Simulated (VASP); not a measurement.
# Be2H3 (P4/mmm) in VASP: a series of runs

The runs below take Be2H3 through relaxation of cell and atoms, single point, with PBE.

Everything below comes from runs of VASP 6.6.1. Logs are shortened: lines on timing, memory, paths and dates and some standing lists are left out, and cuts for length are marked.

## 1. The cell of the first run

Symmetry: P4/mmm, No. 123, tetragonal system. Conventional cell: a = 2.805 Å, b = 2.805 Å, c = 4.176 Å, α = 90.00°, β = 90.00°, γ = 90.00°. Be (site symmetry 4/mmm) has 4 Be at 1.98 Å and 2 H at 2.09 Å as nearest neighbours. Be (site symmetry 4/mmm) is surrounded by 2 H at 1.39 Å. H (site symmetry 4/mmm) is surrounded by 2 Be at 2.09 Å and 8 H at 2.10 Å. H (site symmetry 4mm) is surrounded by 1 H at 1.39 Å and 1 Be at 1.39 Å.

The cell was built by a generator and needn't be a form met in nature.

## 2. Relaxation of cell and atoms, PBE (random cell by space group and Wyckoff sites (P4/mmm, No. 123))

INCAR reads:

```
SYSTEM = Be2H3
PREC = Accurate ; ENCUT = 600
EDIFF = 1E-6 ; ISMEAR = 0
SIGMA = 0.1 ; LREAL = .False.
LASPH = .True. ; NELM = 100
ALGO = Normal ; ISIF = 3
LWAVE = .False. ; LCHARG = .False.
GGA = PE ; IBRION = 2
NSW = 90 ; EDIFFG = -0.04
```

KPOINTS reads:

```
regular mesh
0
Gamma
  6 6 4
  0 0 0
```

POSCAR reads:

```
Be2H3
1.0
    2.8050812400      0.0000000000      0.0000000000
    0.0000000000      2.8050812400      0.0000000000
    0.0000000000      0.0000000000      4.1764029000
Be H
2 3
Direct
    0.5000000000      0.5000000000      0.0000000000
    0.0000000000      0.0000000000      0.0000000000
    0.5000000000      0.5000000000      0.5000000000
    0.0000000000      0.0000000000      0.6661340500
    0.0000000000      0.0000000000      0.3338659500
```

Potentials or basis: VASP PAW PBE potentials, release 64 (Be, H).

The run is started by

```sh
cat potpaw_PBE.64/Be/POTCAR potpaw_PBE.64/H/POTCAR > POTCAR
mpirun -np 1 vasp_std > vasp.out
```

OUTCAR:

```text
SYSTEM = Be2H3
   PREC = Accurate
   ENCUT = 600
   EDIFF = 1E-6
   ISMEAR = 0
   LREAL = .False.
   LASPH = .True.
   NELM = 100
   ISIF = 3
   GGA = PE
   IBRION = 2
   NSW = 90
   EDIFFG = -0.04

 ion  position               nearest neighbor table
   1  0.500  0.500  0.000-   2 1.98   2 1.98   2 1.98   2 1.98
   2  0.000  0.000  0.000-   4 1.39   5 1.39   1 1.98   1 1.98   1 1.98   1 1.98
   3  0.500  0.500  0.500-
   4  0.000  0.000  0.666-   2 1.39
   5  0.000  0.000  0.334-   2 1.39

  LATTYP: Found a simple tetragonal cell.
 ALAT       =     2.8050812400
 C/A-ratio  =     1.4888705683

  Lattice vectors:

 A1 = (   2.8050812400,   0.0000000000,   0.0000000000)
 A2 = (   0.0000000000,   2.8050812400,   0.0000000000)
 A3 = (   0.0000000000,   0.0000000000,   4.1764029000)

Analysis of symmetry for initial positions (statically):
=====================================================================
 Subroutine PRICEL returns:
 Original cell was already a primitive cell.

 Routine SETGRP: Setting up the symmetry group for a
 simple tetragonal supercell.

 Subroutine GETGRP returns: Found 16 space group operations
 (whereof 16 operations were pure point group operations)
 out of a pool of 16 trial point group operations.

The static configuration has the point symmetry D_4h.

Analysis of symmetry for dynamics (positions and initial velocities):
=====================================================================
 Subroutine PRICEL returns:
 Original cell was already a primitive cell.

 Routine SETGRP: Setting up the symmetry group for a
 simple tetragonal supercell.

 Subroutine GETGRP returns: Found 16 space group operations
 (whereof 16 operations were pure point group operations)
 out of a pool of 16 trial point group operations.

The dynamic configuration has the point symmetry D_4h.

 Subroutine INISYM returns: Found 16 space group operations
 (whereof 16 operations are pure point group operations),
 and found     1 'primitive' translations

----------------------------------------------------------------------------------------

                                     Primitive cell

  volume of cell :      32.8619

  direct lattice vectors                    reciprocal lattice vectors
     2.805081240  0.000000000  0.000000000     0.356495914  0.000000000  0.000000000
     0.000000000  2.805081240  0.000000000     0.000000000  0.356495914  0.000000000
     0.000000000  0.000000000  4.176402900     0.000000000  0.000000000  0.239440500

  length of vectors
     2.805081240  2.805081240  4.176402900     0.356495914  0.356495914  0.239440500

  position of ions in fractional coordinates (direct lattice)
     0.500000000  0.500000000  0.000000000
     0.000000000  0.000000000  0.000000000
     0.500000000  0.500000000  0.500000000
     0.000000000  0.000000000  0.666134050
     0.000000000  0.000000000  0.333865950

  ion indices of the primitive-cell ions
   primitive index   ion index
                 1           1
                 2           2
                 3           3
                 4           4
                 5           5

----------------------------------------------------------------------------------------

 KPOINTS: regular mesh

Automatic generation of k-mesh.
 Grid dimensions read from file:
 generate k-points for:    6    6    4

 Generating k-lattice:

  Cartesian coordinates                     Fractional coordinates (reciprocal lattice)
     0.059415986  0.000000000  0.000000000     0.166666667  0.000000000  0.000000000
     0.000000000  0.059415986  0.000000000     0.000000000  0.166666667  0.000000000
     0.000000000  0.000000000  0.059860125     0.000000000  0.000000000  0.250000000

  Length of vectors
     0.059415986  0.059415986  0.059860125

  Shift w.r.t. Gamma in fractional coordinates (k-lattice)
     0.000000000  0.000000000  0.000000000

 Subroutine IBZKPT returns following result:
 ===========================================

 Found     30 irreducible k-points:

 Following reciprocal coordinates:
            Coordinates               Weight
  0.000000  0.000000  0.000000      1.000000
  0.166667  0.000000  0.000000      4.000000
  0.333333  0.000000  0.000000      4.000000
  0.500000  0.000000  0.000000      2.000000
  0.166667  0.166667  0.000000      4.000000
  0.333333  0.166667  0.000000      8.000000
[... 16 lines left out ...]
  0.333333  0.000000  0.500000      4.000000
  0.500000  0.000000  0.500000      2.000000
 [... further k-points ...]
   k-points           NKPTS =     30   k-points in BZ     NKDIM =     30   number of bands    NBANDS=      7
   number of dos      NEDOS =    301   number of ions     NIONS =      5
   total plane-waves  NPLWV =  20736
   dimension x,y,z NGX =    24 NGY =   24 NGZ =   36
   dimension x,y,z NGXF=    48 NGYF=   48 NGZF=   72
   ions per type =               2   3
   NGX,Y,Z   is equivalent  to a cutoff of  14.22, 14.22, 14.33 a.u.
   NGXF,Y,Z  is equivalent  to a cutoff of  28.45, 28.45, 28.66 a.u.
 SYSTEM =  Be2H3
   PREC   = accura    normal or accurate (medium, high low for compatibility)
   ISTART =      0    job   : 0-new  1-cont  2-samecut
   ICHARG =      2    charge: 1-file 2-atom 10-const
   ISPIN  =      1    spin polarized calculation?
   LNONCOLLINEAR =      F non collinear calculations
   LSORBIT =      F    spin-orbit coupling
   LASPH  =      T    aspherical Exc in radial PAW
   ENCUT  =  600.0 eV  44.10 Ry    6.64 a.u.   5.60  5.60  8.34*2*pi/ulx,y,z
   NELM   =    100;   NELMIN=  2; NELMDL= -5     # of ELM steps
   EDIFF  = 0.1E-05   stopping-criterion for ELM
   LREAL  =      F    real-space projection
   EDIFFG = -.4E-01   stopping-criterion for IOM
   NSW    =     90    number of steps for IOM
   IBRION =      2    ionic relax: 0-MD 1-quasi-New 2-CG
   NFREE  =      1    steps in history (QN), initial steepest desc. (CG)
   ISIF   =      3    stress and relaxation
   ISYM   =      2    0-nonsym 1-usesym 2-fastsym
   POTIM  = 0.5000    time-step for ionic-motion
   TEBEG  =    0.0;   TEEND  =   0.0 temperature during run
   PSTRESS=    0.0 pullay stress
   NELECT =       7.0000    total number of electrons
   NUPDOWN=      -1.0000    fix difference up-down
   EMIN   =  10.00;   EMAX   =-10.00  energy-range for DOS
   EFERMI =   0.00;   METHOD = LEGACY
   ISMEAR =     0;   SIGMA  =   0.10  broadening in eV -4-tet -1-fermi 0-gaus
   EFERMI_NEDOS =   21; number of points for ismear=-14 and -15
   IALGO  =     38    algorithm
   IMIX   =      4    mixing-type and parameters
     AMIX     =   0.40;   BMIX     =  1.00
     AMIX_MAG =   1.60;   BMIX_MAG =  1.00
  volume/ion in A,a.u.               =       6.57        44.35
  Fermi-wavevector in a.u.,A,eV,Ry     =   0.977709  1.847603 13.006020  0.955916
  Thomas-Fermi vector in A             =   2.108428
   LORBIT       =      0    0 simple, 1 ext, 2 COOP (PROOUT), +10 PAW based schemes
   GGA     = PE    functional components
   LHFCALC =     F    Hartree Fock is set to
   AEXX    =    0.0000 exact exchange contribution
   IVDW    =     0    specifies the selected vdW correction
   LEPSILON=     F    determine dielectric tensor
   LRPA    =     F    only Hartree local field effects (RPA)
 conjugate gradient relaxation of ions
 non-spin polarized calculation
 Gauss-broadening in eV      SIGMA  =   0.10
  energy-cutoff  :      600.00
  volume of cell :       32.86
 maximum number of plane-waves:      1116
 NGX is ok and might be reduce to    24
   NGX = 11   NGY = 11   NGZ = 17

--------------------------------------- Ionic step        1  -------------------------------------------

 number of electron       6.9999998 magnetization

 Free energy of the ion-electron system (eV)
  ---------------------------------------------------
  ext. energy  EPLUGINS =         0.00000000
  ---------------------------------------------------
  free energy    TOTEN  =       -12.77752158 eV

  energy without entropy =      -12.77038004  energy(sigma->0) =      -12.77395081

 E-fermi :   2.2025     XC(G=0):  -9.5630

 val. band max:        2.1900237659   @ k =   0.3333   0.1667   0.2500
 cond. band min:       2.3488813420   @ k =   0.3333   0.0000   0.2500
 fundamental gap:      0.1588575761
 Fermi energy:         2.2025090917

 k-point     1 :       0.0000    0.0000    0.0000
  band No.  band energies     occupation
      1      -8.0330      2.00000
      2      -2.0649      2.00000
      3       0.5110      2.00000
      4       4.9003      0.00000
      5       5.8106      0.00000
      6       5.8106      0.00000
      7      10.4675      0.00000
[... 221 lines left out ...]
 k-point    24 :       0.5000    0.0000    0.5000
  band No.  band energies     occupation
      1      -3.6540      2.00000
      2      -3.0771      2.00000
      3      -1.6955      2.00000
      4      -1.0121      2.00000
      5       8.2389      0.00000
      6      10.5665      0.00000
      7      10.5684      0.00000

 [... further k-points ...]
[... 5 lines left out ...]
  --------------------------------------------------------------------------------------
  -------------------------------------------------------------------------------------
  Total        1.9055670      1.9055670     -0.8714393      0.0000000     -0.0000000      0.0000000
  in kB       92.9055221     92.9055221    -42.4868425      0.0000000     -0.0000000      0.0000000
  external PRESSURE =      47.7747339 kB  Pullay stress =       0.0000000 kB
[... 98 lines left out ...]
  FREE ENERGIE OF THE ION-ELECTRON SYSTEM (eV)
  ---------------------------------------------------
  free  energy   TOTEN  =       -13.5290780593 eV

  energy  without entropy=      -13.5240370625  energy(sigma->0) =      -13.52655756

[... ionic steps 4 to 13 ...]

--------------------------------------- Ionic step       14  -------------------------------------------

 number of electron       7.0000001 magnetization

------------------------ aborting loop because EDIFF is reached ----------------------------------------
[... 73 lines left out ...]
--------------------------------------- Ionic step       16  -------------------------------------------

 number of electron       7.0000001 magnetization

 Free energy of the ion-electron system (eV)
  ---------------------------------------------------
  ext. energy  EPLUGINS =         0.00000000
  ---------------------------------------------------
  free energy    TOTEN  =       -13.88954000 eV

  energy without entropy =      -13.88163468  energy(sigma->0) =      -13.88558734

 E-fermi :   1.7553     XC(G=0):  -9.1673

 val. band max:        1.7389573672   @ k =   0.3333   0.0000   0.0000
 cond. band min:       1.8071899339   @ k =   0.5000   0.5000   0.5000
 fundamental gap:      0.0682325667
 Fermi energy:         1.7553081102

 k-point     1 :       0.0000    0.0000    0.0000
  band No.  band energies     occupation
      1      -8.7703      2.00000
      2      -0.5941      2.00000
      3       0.6526      2.00000
      4       2.7739      0.00000
      5       4.5243      0.00000
      6       4.5243      0.00000
      7       9.9081      0.00000
[... 221 lines left out ...]
 k-point    24 :       0.5000    0.0000    0.5000
  band No.  band energies     occupation
      1      -6.5803      2.00000
      2      -2.0226      2.00000
      3      -1.6767      2.00000
      4      -1.2317      2.00000
      5       8.5180      0.00000
      6       8.9759      0.00000
      7      10.4150      0.00000

 [... further k-points ...]
[... 5 lines left out ...]
  --------------------------------------------------------------------------------------
  -------------------------------------------------------------------------------------
  Total       -0.0569531     -0.0569531     -0.0025061      0.0000000      0.0000000      0.0000000
  in kB       -2.5227947     -2.5227947     -0.1110118      0.0000000      0.0000000      0.0000000
  external PRESSURE =      -1.7188670 kB  Pullay stress =       0.0000000 kB
[... 20 lines left out ...]
  FREE ENERGIE OF THE ION-ELECTRON SYSTEM (eV)
  ---------------------------------------------------
  free  energy   TOTEN  =       -13.8895400003 eV

  energy  without entropy=      -13.8816346822  energy(sigma->0) =      -13.88558734

 reached required accuracy - stopping structural energy minimisation
```

It took 88 s on 1 thread of AMD EPYC 7R13 (Zen 3), shared host; peak memory 0.11 GiB.

Results:

- Free energy: -13.8895 eV
- Relaxed volume: 7.23 Å³/atom
- Relaxed cell: a = 3.107 Å, b = 3.107 Å, c = 3.748 Å, α = 90.00°, β = 90.00°, γ = 90.00°
- Space group after relaxing (to 0.05 Å): P4/mmm (No. 123)
- Energy gained by relaxing: 222.4 meV/atom
- Ionic steps: 16
- Pressure after relaxing: -0.2 GPa
- Largest force after relaxing: 0.010 eV/Å
- Band gap on the k mesh: none (metal or under the smearing width)

Forces in eV/Å, atoms in the order of the input:
```
Be   0.000  0.000  0.000
Be   0.000  0.000  0.000
H    0.000  0.000  0.000
H    0.000  0.000 -0.010
H    0.000  0.000  0.010
```

Stress tensor (GPa, compression positive):
```
-0.25  0.00  0.00
 0.00 -0.25  0.00
 0.00  0.00 -0.01
```

The path:
```tsv
step	energy change (eV)	largest force (eV/Å)	pressure (GPa)	volume (Å³)
1	0.0000	0.9873	4.78	32.86
2	-0.1524	0.8981	1.62	33.79
3	-0.7516	1.9009	-3.88	36.60
4	6.0659	64.0529	21.57	42.18
5	-0.7449	1.9162	-4.12	36.80
6	-0.9237	3.2094	-2.20	39.50
7	-0.9694	1.5308	-4.34	37.90
8	-1.0588	0.0513	-3.83	38.70
9	-1.0168	2.6674	0.54	37.03
10	-1.0748	0.7283	-2.48	38.10
11	-1.1048	0.3172	-1.26	37.06
12	-1.1115	0.1063	-0.35	36.36
13	-1.1118	0.0776	-0.14	36.20
14	-1.1119	0.0677	-0.05	36.13
15	-1.1120	0.0581	-0.25	36.19
16	-1.1120	0.0100	-0.17	36.17
```

Final structure:
```cif
data_structure
_symmetry_space_group_name_H-M 'P 1'
_symmetry_Int_Tables_number 1
_cell_length_a 3.1067
_cell_length_b 3.1067
_cell_length_c 3.7476
_cell_angle_alpha 90.000
_cell_angle_beta 90.000
_cell_angle_gamma 90.000
_cell_volume 36.17
loop_
_atom_site_label
_atom_site_type_symbol
_atom_site_fract_x
_atom_site_fract_y
_atom_site_fract_z
_atom_site_occupancy
Be1 Be 0.50000 0.50000 0.00000 1
Be2 Be 0.00000 0.00000 0.00000 1
H1 H 0.50000 0.50000 0.50000 1
H2 H 0.00000 0.00000 0.60289 1
H3 H 0.00000 0.00000 0.39711 1
```

Caveat: the k mesh is coarse (spacing up to 0.38 Å⁻¹), so the values aren't converged.

## 3. Single point, PBE (random cell by space group and Wyckoff sites (P4/mmm, No. 123))

INCAR reads:

```
SYSTEM = Be2H3
ALGO = Normal ; EDIFF = 1E-6
ENCUT = 520 ; GGA = PE
ISIF = 2 ; ISMEAR = 0
LASPH = .True. ; LCHARG = .False.
LREAL = .False. ; LWAVE = .False.
NBANDS = 12 ; NELM = 60
PREC = Accurate ; SIGMA = 0.1
```

KPOINTS reads:

```
k-points
0
Gamma
  6 6 4
  0 0 0
```

POSCAR is that of step 2.

Potentials or basis: VASP PAW PBE potentials, release 64 (Be, H).

The run is started by

```sh
cat potpaw_PBE.64/Be/POTCAR potpaw_PBE.64/H/POTCAR > POTCAR
mpirun -np 1 vasp_std > vasp.out
```

Wall time 12 s (1 thread of AMD EPYC 7R13 (Zen 3), shared host); peak memory 0.11 GiB.

It converged, with:

- Free energy: -12.7768 eV
- Pressure: 4.7 GPa
- Largest force: 0.987 eV/Å
- Band gap on the k mesh: none (metal or under the smearing width)

Forces on the atoms (eV/Å):
```
Be   0.000  0.000  0.000
Be   0.000  0.000  0.000
H    0.000  0.000  0.000
H    0.000  0.000 -0.987
H    0.000  0.000  0.987
```

Stress tensor (GPa, compression positive):
```
 9.18  0.00  0.00
 0.00  9.18  0.00
 0.00  0.00 -4.34
```

Levels at points of the mesh, in eV from the Fermi level:
```
           k point  band 1  band 2  band 3  band 4  band 5  band 6  band 7  band 8  band 9
(0.00, 0.00, 0.00)  -10.24   -4.27   -1.69    2.70    3.61    3.61    8.27   10.31   17.15
(0.50, 0.00, 0.00)   -7.17   -5.36   -1.89    0.88    1.00    2.90    8.17    8.21   13.35
(0.50, 0.50, 0.00)   -4.46   -2.93   -2.93   -1.37   -0.51    5.78    6.52    8.08    9.38
(0.00, 0.00, 0.50)   -8.83   -8.11    2.01    3.79    3.79    5.50    6.22   10.79   13.21
(0.50, 0.00, 0.50)   -5.86   -5.28   -3.90   -3.21    6.04    8.36    8.37    8.78   10.65
(0.50, 0.50, 0.50)   -4.37   -2.66   -2.66   -1.08   -1.07    3.07    5.60    5.60   10.74
```

Caveat: the k mesh is coarse (spacing up to 0.38 Å⁻¹), so the values aren't converged.
